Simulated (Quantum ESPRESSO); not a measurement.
# Hf (Im-3m) in Quantum ESPRESSO: notebook

Runs on Hf. Level: rev-vdW-DF2. Tasks: single point, equation of state.

All numbers are computed with Quantum ESPRESSO 7.5; they aren't measurements. Logs are shortened: lines on timing, memory, paths and dates and some standing lists are left out, and cuts for length are marked.

**1. Starting point**

It takes space group Im-3m (No. 229, cubic). The conventional cell has a = 3.610 Å, b = 3.610 Å, c = 3.610 Å, α = 90.00°, β = 90.00°, γ = 90.00°. Hf (site symmetry m-3m) has 8 Hf at 3.13 Å as nearest neighbours.

This isn't the form of Hf at room conditions, which is hcp.

**2. Single point, rev-vdW-DF2, 22.11 Å³/atom**

Contents of pw.in:

```
&CONTROL
  calculation = 'scf'
  prefix = 'pwscf'
  outdir = './tmp'
  pseudo_dir = './pseudo'
  tprnfor = .true.
  tstress = .true.
  disk_io = 'nowf'
/
&SYSTEM
  ibrav = 0
  nat = 1
  ntyp = 1
  ecutwfc = 58
  nbnd = 12
  input_dft = 'vdw-df2-b86r'
  occupations = 'smearing'
  smearing = 'fd'
  degauss = 0.00367493
/
&ELECTRONS
  conv_thr = 2d-10
  electron_maxstep = 120
  mixing_beta = 0.5
/
ATOMIC_SPECIES
Hf   178.4900 Hf.upf
CELL_PARAMETERS angstrom
  -1.7681529262    1.7681529262    1.7681529262
   1.7681529262   -1.7681529262    1.7681529262
   1.7681529262    1.7681529262   -1.7681529262
ATOMIC_POSITIONS crystal
Hf     0.0000000000    0.0000000000    0.0000000000
K_POINTS automatic
10 10 10 0 0 0
```

Potentials or basis: PseudoDojo 0.4.1 SR PBE standard.

Run with:

```bash
$ OMP_NUM_THREADS=1 pw.x -in pw.in > pw.out
```

pw.out:

```text
This program is part of the open-source Quantum ESPRESSO suite
     for quantum simulation of materials; please cite
         "P. Giannozzi et al., J. Phys.:Condens. Matter 21 395502 (2009);
         "P. Giannozzi et al., J. Phys.:Condens. Matter 29 465901 (2017);
         "P. Giannozzi et al., J. Chem. Phys. 152 154105 (2020);
     in publications or presentations arising from this work. More details at

     IMPORTANT: XC functional enforced from input :
     Exchange-correlation= VDW-DF2-B86R
                           (   1   4  26   0   2   0   0)
     Any further DFT definition will be discarded
     Please, verify this is what you really want

     Message from routine setup:
     using ibrav=0 with symmetry is DISCOURAGED, use correct ibrav instead

     G-vector sticks info
     --------------------
     sticks:   dense  smooth     PW     G-vecs:    dense   smooth      PW
     Sum         579     579    217                 8853     8853    1985

     Using Slab Decomposition

     bravais-lattice index     =            0
     lattice parameter (alat)  =       5.7873  a.u.
     unit-cell volume          =     149.2162 (a.u.)^3
     number of atoms/cell      =            1
     number of atomic types    =            1
     number of electrons       =        12.00
     number of Kohn-Sham states=           12
     kinetic-energy cutoff     =      58.0000  Ry
     charge density cutoff     =     232.0000  Ry
     scf convergence threshold =      2.0E-10
     mixing beta               =       0.5000
     number of iterations used =            8  plain     mixing
     Exchange-correlation= VDW-DF2-B86R
                           (   1   4  26   0   2   0   0)

     celldm(1)=   5.787344  celldm(2)=   0.000000  celldm(3)=   0.000000
     celldm(4)=   0.000000  celldm(5)=   0.000000  celldm(6)=   0.000000

     crystal axes: (cart. coord. in units of alat)
               a(1) = (  -0.577350   0.577350   0.577350 )
               a(2) = (   0.577350  -0.577350   0.577350 )
               a(3) = (   0.577350   0.577350  -0.577350 )

     reciprocal axes: (cart. coord. in units 2 pi/alat)
               b(1) = ( -0.000000  0.866025  0.866025 )
               b(2) = (  0.866025 -0.000000  0.866025 )
               b(3) = (  0.866025  0.866025  0.000000 )

     PseudoPot. # 1 for Hf read from file:
     Hf.upf
     Pseudo is Norm-conserving + core correction, Zval = 12.0
     Generated using ONCVPSP code by D. R. Hamann
     Using radial grid of 1656 points,  8 beta functions with:
                l(1) =   0
                l(2) =   0
                l(3) =   1
                l(4) =   1
                l(5) =   2
                l(6) =   2
                l(7) =   3
                l(8) =   3

     atomic species   valence    mass     pseudopotential
     Hf               12.00   178.49000     Hf( 1.00)

     48 Sym. Ops., with inversion, found

   Cartesian axes

     site n.     atom                  positions (alat units)
         1        Hf     tau(   1) = (   0.0000000   0.0000000   0.0000000  )

     number of k points=    47  Fermi-Dirac smearing, width (Ry)=  0.0037
                       cart. coord. in units 2pi/alat
        k(    1) = (   0.0000000   0.0000000   0.0000000), wk =   0.0020000
        k(    2) = (   0.0866025   0.0866025   0.0000000), wk =   0.0240000
        k(    3) = (   0.1732051   0.1732051   0.0000000), wk =   0.0240000
        k(    4) = (   0.2598076   0.2598076   0.0000000), wk =   0.0240000
        k(    5) = (   0.3464102   0.3464102   0.0000000), wk =   0.0240000
        k(    6) = (  -0.4330127  -0.4330127   0.0000000), wk =   0.0120000
[... 39 lines left out ...]
        k(   46) = (  -0.8660254  -0.0866025  -0.0866025), wk =   0.0240000
        k(   47) = (  -0.8660254  -0.8660254  -0.8660254), wk =   0.0020000

     Dense  grid:     8853 G-vectors     FFT dimensions: (  30,  30,  30)

     Initial potential from superposition of free atoms

     starting charge      11.9981, renormalised to      12.0000

     %%%%%%%%%%%%%%%%%%%%%%%%%%%%%%%%%%%%%%%%%%%%%%%%%%%%%%%%%%%%%%%%%%%%%%%%
     %                                                                      %
     % You are using vdW-DF, which was implemented by the Thonhauser group. %
     % Please cite the following two papers that made this development      %
     % possible and the two reviews that describe the various versions:     %
     %                                                                      %
     %   T. Thonhauser et al., PRL 115, 136402 (2015).                      %
     %   T. Thonhauser et al., PRB 76, 125112 (2007).                       %
     %   K. Berland et al., Rep. Prog. Phys. 78, 066501 (2015).             %
     %   D.C. Langreth et al., J. Phys.: Condens. Matter 21, 084203 (2009). %
     %                                                                      %
     % If you are calculating stress with vdW-DF, please also cite:         %
     %                                                                      %
     %   R. Sabatini et al., J. Phys.: Condens. Matter 24, 424209 (2012).   %
     %                                                                      %
     %%%%%%%%%%%%%%%%%%%%%%%%%%%%%%%%%%%%%%%%%%%%%%%%%%%%%%%%%%%%%%%%%%%%%%%%

     %%%%%%%%%%%%%%%%%%%%%%%%%%%%%%%%%%%%%%%%%%%%%%%%%%%%%%%%%%%%%%%%%%%%%%%%
     %                                                                      %
     %  vdW-DF NEWS:                                                        %
     %                                                                      %
     %  * vdW-DF3 is now available. DOI: 10.1021/acs.jctc.0c00471           %
     %    use with input_dft = 'vdW-DF3-opt1' or 'vdW-DF3-opt2'             %
     %                                                                      %
     %  * Unscreened and range-separated hybrid vdW-DF-cx functionals       %
     %    DOI: 10.1063/1.4986522 and 10.1088/1361-648X/ac2ad2               %
     %    use with input_dft = 'vdW-DF-cx0'    and 'vdW-DF-ahcx'            %
     %  * Unscreened and range-separated hybrid vdW-DF2-b86r functionals    %
     %    DOI: 10.1063/1.4986522 and DOI: 10.1103/PhysRevX.12.041003        %
     %    use with input_dft = 'vdW-DF2-br0' and 'vdW-DF2-ahbr'             %
[... 30 lines left out ...]

     total energy              =    -112.85139264 Ry
     estimated scf accuracy    <       0.00005817 Ry
[... 19 lines left out ...]
     total energy              =    -112.85139830 Ry
     estimated scf accuracy    <          2.4E-09 Ry

     iteration #  7     ecut=    58.00 Ry     beta= 0.50
     Davidson diagonalization with overlap
     ethr =  2.04E-11,  avg # of iterations =  2.0

     total energy              =    -112.85139830 Ry
     estimated scf accuracy    <          5.1E-10 Ry

     iteration #  8     ecut=    58.00 Ry     beta= 0.50
     Davidson diagonalization with overlap
     ethr =  4.25E-12,  avg # of iterations =  2.0

     End of self-consistent calculation

          k = 0.0000 0.0000 0.0000 (  1061 PWs)   bands (ev):

   -47.0513 -15.3313 -15.3313 -15.3313   7.3369  15.8581  15.8581  15.8581
    18.6726  18.6726  27.7079  27.7079

          k = 0.0866 0.0866 0.0000 (  1097 PWs)   bands (ev):

   -47.0444 -15.4192 -15.3587 -15.3317   7.7086  15.6061  15.7455  16.2286
    18.3121  18.6739  28.0362  28.3741

          k = 0.1732 0.1732 0.0000 (  1099 PWs)   bands (ev):

   -47.0264 -15.6432 -15.4298 -15.3327   8.7156  15.0231  15.2352  17.3054
    18.0628  18.7404  28.3046  29.7856

          k = 0.2598 0.2598 0.0000 (  1110 PWs)   bands (ev):

   -47.0040 -15.9086 -15.5161 -15.3340   9.9768  14.4118  14.7149  18.3393
    18.9654  18.9702  27.0776  27.7845

          k = 0.3464 0.3464 0.0000 (  1110 PWs)   bands (ev):

   -46.9858 -16.1151 -15.5846 -15.3351  10.7900  13.9793  15.0226  18.5775
    19.3126  20.9079  25.5411  25.5850

          k =-0.4330-0.4330 0.0000 (  1108 PWs)   bands (ev):

   -46.9789 -16.1921 -15.6106 -15.3355  10.9652  13.8255  15.5753  18.5005
    19.5091  22.0254  24.6455  24.9587

          k = 0.1732 0.0866 0.0866 (  1100 PWs)   bands (ev):

   -47.0319 -15.5734 -15.3895 -15.3526   8.4043  15.2643  15.3234  17.0007
    17.8988  18.8428  28.5705  29.2894

          k = 0.2598 0.1732 0.0866 (  1105 PWs)   bands (ev):

   -47.0117 -15.8024 -15.4753 -15.3621   9.5934  14.6395  14.7541  17.8701
    18.4255  19.1118  27.9093  29.1125

          k = 0.3464 0.2598 0.0866 (  1103 PWs)   bands (ev):

   -46.9914 -16.0187 -15.5698 -15.3655  10.7440  14.1424  14.5383  18.2585
    19.3279  20.2750  25.9723  27.1006
[... 58 lines left out ...]
   -46.9763 -16.0164 -15.7193 -15.4890  12.5078  13.6387  14.2747  19.1213
    19.5382  22.0794  23.7578  26.5030

          k = 0.0000-0.0866 0.2598 (  1104 PWs)   bands (ev):

   -47.0201 -15.6440 -15.4588 -15.4009   9.0552  15.3213  15.3291  16.9333
    17.1810  19.3839  28.5948  29.9156

          k = 0.5196 0.3464 0.3464 (  1133 PWs)   bands (ev):

   -46.9737 -15.8789 -15.8789 -15.5157  12.9529  13.9331  13.9331  19.4476
    19.4476  20.9805  25.2926  25.2926

          k =-0.0000-0.1732 0.3464 (  1107 PWs)   bands (ev):

   -46.9982 -15.8965 -15.5465 -15.3991  10.3027  14.5854  14.7531  17.3506
    18.8406  19.4933  26.6381  29.0494

          k = 0.0866-0.0866 0.3464 (  1107 PWs)   bands (ev):

   -47.0008 -15.8128 -15.5432 -15.4449  10.1726  14.6202  15.2080  16.7492
    18.2895  19.5905  27.0755  30.3484

          k = 0.0000-0.2598 0.4330 (  1113 PWs)   bands (ev):

   -46.9805 -16.0941 -15.6161 -15.3967  11.1345  14.3420  14.5790  17.7628
    19.6596  20.7949  25.3334  27.0302

          k = 0.0866-0.1732 0.4330 (  1113 PWs)   bands (ev):

   -46.9815 -15.9940 -15.6433 -15.4522  11.3144  13.9750  14.8910  17.2754
    19.2956  20.3017  25.8387  28.9290
[... 23 lines left out ...]
   -46.9775 -15.9789 -15.6211 -15.6211  13.1615  13.6113  13.6113  19.4912
    19.4912  21.7669  24.0182  26.7905

          k = 0.4330 0.4330 0.3464 (  1126 PWs)   bands (ev):

   -46.9747 -15.8954 -15.7484 -15.6303  13.3615  13.5900  14.0558  19.5313
    19.6512  20.5848  24.9762  26.2877

          k = 0.0000 0.0000 0.3464 (  1108 PWs)   bands (ev):

   -47.0035 -15.6871 -15.5340 -15.5340   9.9667  15.2897  15.8388  15.8388
    17.2749  19.6652  27.5638  31.2832

          k =-0.0000-0.0866 0.4330 (  1104 PWs)   bands (ev):

   -46.9831 -15.8684 -15.6251 -15.5620  11.1201  14.1578  15.6873  16.4593
    18.5992  19.4266  26.8262  30.7280

          k = 0.0000-0.1732 0.5196 (  1122 PWs)   bands (ev):

   -46.9664 -16.0391 -15.6976 -15.5544  11.9420  13.6582  15.3889  16.7268
    19.8835  20.5234  25.7291  28.7010

          k = 0.0866-0.0866 0.5196 (  1116 PWs)   bands (ev):

   -46.9653 -15.9665 -15.7374 -15.5991  12.0712  13.3897  15.6867  17.0414
    18.9404  20.2597  26.4146  28.9481

          k =-0.8660-0.2598-0.2598 (  1124 PWs)   bands (ev):

   -46.9601 -16.1044 -15.7249 -15.5501  12.0931  13.7651  15.2705  16.4610
    21.0436  21.7154  24.1759  27.2543

          k =-0.7794-0.1732-0.2598 (  1122 PWs)   bands (ev):

   -46.9543 -16.0368 -15.8184 -15.5973  12.5389  13.1701  15.1502  17.4492
    19.8686  22.2856  24.2278  26.8139

          k =-0.6928-0.1732-0.1732 (  1129 PWs)   bands (ev):

   -46.9496 -15.9571 -15.9571 -15.5996  12.9292  12.9292  14.6444  19.0951
    19.0951  22.8823  24.7076  24.7076

          k =-0.0000-0.0000 0.5196 (  1120 PWs)   bands (ev):

   -46.9643 -15.8693 -15.7205 -15.7205  11.9545  13.3881  16.7114  16.7114
    18.8260  18.9112  27.8716  29.3615

          k = 0.0000-0.0866 0.6062 (  1125 PWs)   bands (ev):

   -46.9491 -15.9714 -15.7962 -15.7419  12.3823  12.7687  16.9714  17.0004
    19.7362  20.2676  26.1357  27.1253

          k =-0.8660-0.1732-0.1732 (  1130 PWs)   bands (ev):

   -46.9433 -16.0246 -15.8247 -15.7348  12.3505  12.7017  16.8313  16.9555
    21.4547  21.6020  23.7274  25.7222

          k =-0.7794-0.0866-0.1732 (  1112 PWs)   bands (ev):

   -46.9390 -15.9772 -15.8974 -15.7593  12.3640  12.3845  16.6605  18.7294
    19.9634  22.2089  24.0278  25.0852

          k = 0.0000 0.0000 0.6928 (  1112 PWs)   bands (ev):

   -46.9350 -15.9305 -15.8744 -15.8744  12.1574  12.1645  18.5861  18.5861
    19.9046  20.4262  25.1764  25.1764

          k =-0.8660-0.0866-0.0866 (  1108 PWs)   bands (ev):

   -46.9296 -15.9591 -15.9039 -15.8795  11.9552  11.9932  18.9219  19.0872
    21.2537  21.7488  23.0651  23.7732

          k =-0.8660-0.8660-0.8660 (  1144 PWs)   bands (ev):

   -46.9244 -15.9338 -15.9338 -15.9338  11.7461  11.7461  21.1790  21.1790
    21.1790  21.7546  21.7546  21.7546

     the Fermi energy is    14.3892 ev

!    total energy              =    -112.85139830 Ry
     estimated scf accuracy    <          3.5E-12 Ry
     smearing contrib. (-TS)   =      -0.00099653 Ry
     internal energy E=F+TS    =    -112.85040177 Ry

     The total energy is F=E-TS. E is the sum of the following terms:
     one-electron contribution =     -19.91694223 Ry
     hartree contribution      =      14.03067415 Ry
     xc contribution           =     -28.54469650 Ry
     ewald contribution        =     -78.41943719 Ry

     convergence has been achieved in   8 iterations

     Forces acting on atoms (cartesian axes, Ry/au):

     atom    1 type  1   force =     0.00000000    0.00000000    0.00000000

     Total force =     0.000000     Total SCF correction =     0.000000

     Computing stress (Cartesian axis) and pressure

          total   stress  (Ry/bohr**3)                   (kbar)     P=      -19.93
  -0.00013552   0.00000000   0.00000000          -19.93        0.00        0.00
   0.00000000  -0.00013552   0.00000000            0.00      -19.93        0.00
   0.00000000   0.00000000  -0.00013552            0.00        0.00      -19.93

=------------------------------------------------------------------------------=
   JOB DONE.
=------------------------------------------------------------------------------=
```

Run time: 79 s. Hardware: 1 thread of AMD EPYC 9R14 (Zen 4), shared host; peak memory 0.07 GiB.

Results:

| Property | Result |
| --- | --- |
| Free energy | -1535.4215 eV |
| Pressure | -2.0 GPa |
| Band gap on the k mesh | none (metal or under the smearing width) |

Caveat: the potentials were made for another functional, which shifts forces and pressure.

**3. Single point, rev-vdW-DF2, 22.58 Å³/atom**

Changes to pw.in since step 2:

```diff
@@ -28,5 +28,5 @@
 CELL_PARAMETERS angstrom
-  -1.7681529262    1.7681529262    1.7681529262
-   1.7681529262   -1.7681529262    1.7681529262
-   1.7681529262    1.7681529262   -1.7681529262
+  -1.7806051177    1.7806051177    1.7806051177
+   1.7806051177   -1.7806051177    1.7806051177
+   1.7806051177    1.7806051177   -1.7806051177
 ATOMIC_POSITIONS crystal
```

Potentials or basis: PseudoDojo 0.4.1 SR PBE standard.

Run with:

```bash
$ OMP_NUM_THREADS=1 pw.x -in pw.in > pw.out
```

Run time: 80 s. Hardware: 1 thread of AMD EPYC 9R14 (Zen 4), shared host; peak memory 0.07 GiB.

It converged, with:

| Property | Result |
| --- | --- |
| Free energy | -1535.4127 eV |
| Pressure | -4.0 GPa |
| Band gap on the k mesh | none (metal or under the smearing width) |

Caveat: the potentials were made for another functional, which shifts forces and pressure.

**4. Single point, rev-vdW-DF2, 23.05 Å³/atom**

Changes to pw.in since step 3:

```diff
@@ -28,5 +28,5 @@
 CELL_PARAMETERS angstrom
-  -1.7806051177    1.7806051177    1.7806051177
-   1.7806051177   -1.7806051177    1.7806051177
-   1.7806051177    1.7806051177   -1.7806051177
+  -1.7928855410    1.7928855410    1.7928855410
+   1.7928855410   -1.7928855410    1.7928855410
+   1.7928855410    1.7928855410   -1.7928855410
 ATOMIC_POSITIONS crystal
```

Run with:

```bash
$ OMP_NUM_THREADS=1 pw.x -in pw.in > pw.out
```

It took 79 s on 1 thread of AMD EPYC 9R14 (Zen 4), shared host; peak memory 0.07 GiB.

It converged, with:

```
Free energy            : -1535.3983 eV
Pressure               : -5.8 GPa
Band gap on the k mesh : none (metal or under the smearing width)
```

Caveat: the potentials were made for another functional, which shifts forces and pressure.

**5. Single point, rev-vdW-DF2, 23.52 Å³/atom**

Changes to pw.in since step 4:

```diff
@@ -28,5 +28,5 @@
 CELL_PARAMETERS angstrom
-  -1.7928855410    1.7928855410    1.7928855410
-   1.7928855410   -1.7928855410    1.7928855410
-   1.7928855410    1.7928855410   -1.7928855410
+  -1.8050000000    1.8050000000    1.8050000000
+   1.8050000000   -1.8050000000    1.8050000000
+   1.8050000000    1.8050000000   -1.8050000000
 ATOMIC_POSITIONS crystal
```

Run with:

```bash
$ OMP_NUM_THREADS=1 pw.x -in pw.in > pw.out
```

Wall time 79 s (1 thread of AMD EPYC 9R14 (Zen 4), shared host); peak memory 0.07 GiB.

Results (log left out):

```
Free energy            : -1535.3787 eV
Pressure               : -7.5 GPa
Band gap on the k mesh : none (metal or under the smearing width)
```

Caveat: the potentials were made for another functional, which shifts forces and pressure.

**6. Single point, rev-vdW-DF2, 23.99 Å³/atom**

Changes to pw.in since step 5:

```diff
@@ -28,5 +28,5 @@
 CELL_PARAMETERS angstrom
-  -1.8050000000    1.8050000000    1.8050000000
-   1.8050000000   -1.8050000000    1.8050000000
-   1.8050000000    1.8050000000   -1.8050000000
+  -1.8169539908    1.8169539908    1.8169539908
+   1.8169539908   -1.8169539908    1.8169539908
+   1.8169539908    1.8169539908   -1.8169539908
 ATOMIC_POSITIONS crystal
```

Potentials or basis: PseudoDojo 0.4.1 SR PBE standard.

Run with:

```bash
$ OMP_NUM_THREADS=1 pw.x -in pw.in > pw.out
```

Run time: 79 s. Hardware: 1 thread of AMD EPYC 9R14 (Zen 4), shared host; peak memory 0.07 GiB.

The run converged. Its results:

```yaml
Free_energy: -1535.3544 eV
Pressure: -9.0 GPa
Band_gap_on_the_k_mesh: none (metal or under the smearing width)
```

Caveat: the potentials were made for another functional, which shifts forces and pressure.

**7. Single point, rev-vdW-DF2, 24.46 Å³/atom**

Changes to pw.in since step 6:

```diff
@@ -28,5 +28,5 @@
 CELL_PARAMETERS angstrom
-  -1.8169539908    1.8169539908    1.8169539908
-   1.8169539908   -1.8169539908    1.8169539908
-   1.8169539908    1.8169539908   -1.8169539908
+  -1.8287527239    1.8287527239    1.8287527239
+   1.8287527239   -1.8287527239    1.8287527239
+   1.8287527239    1.8287527239   -1.8287527239
 ATOMIC_POSITIONS crystal
```

Run with:

```bash
$ OMP_NUM_THREADS=1 pw.x -in pw.in > pw.out
```

Wall time 79 s (1 thread of AMD EPYC 9R14 (Zen 4), shared host); peak memory 0.07 GiB.

The run converged. Its results:

```
Free energy            : -1535.3259 eV
Pressure               : -10.4 GPa
Band gap on the k mesh : none (metal or under the smearing width)
```

Caveat: the potentials were made for another functional, which shifts forces and pressure.

**8. Single point, rev-vdW-DF2, 24.93 Å³/atom**

Changes to pw.in since step 7:

```diff
@@ -28,5 +28,5 @@
 CELL_PARAMETERS angstrom
-  -1.8287527239    1.8287527239    1.8287527239
-   1.8287527239   -1.8287527239    1.8287527239
-   1.8287527239    1.8287527239   -1.8287527239
+  -1.8404011445    1.8404011445    1.8404011445
+   1.8404011445   -1.8404011445    1.8404011445
+   1.8404011445    1.8404011445   -1.8404011445
 ATOMIC_POSITIONS crystal
```

Run with:

```bash
$ OMP_NUM_THREADS=1 pw.x -in pw.in > pw.out
```

Wall time 79 s (1 thread of AMD EPYC 9R14 (Zen 4), shared host); peak memory 0.07 GiB.

It converged, with:

```yaml
Free_energy: -1535.2935 eV
Pressure: -11.6 GPa
Band_gap_on_the_k_mesh: none (metal or under the smearing width)
```

Caveat: the potentials were made for another functional, which shifts forces and pressure.

**9. Equation of state, rev-vdW-DF2**

Potentials or basis: PseudoDojo 0.4.1 SR PBE standard.

No new run: the results of the series are fitted here.

Results:

```
Equilibrium volume : 21.70 Å³/atom (rough: see the caveat)
Bulk modulus       : 107 GPa (rough)
```

Energy against volume, from the lowest point:
```
volume (Å³/atom)  energy (meV/atom)
          22.112               0.00
          22.582               8.79
          23.052              23.24
          23.523              42.84
          23.993              67.12
          24.464              95.62
          24.934             127.96
```

Caveat: the potentials were made for another functional, which shifts forces and pressure; the minimum lies outside the volumes run. Spin-orbit coupling is left out, which matters for the levels of Hf.
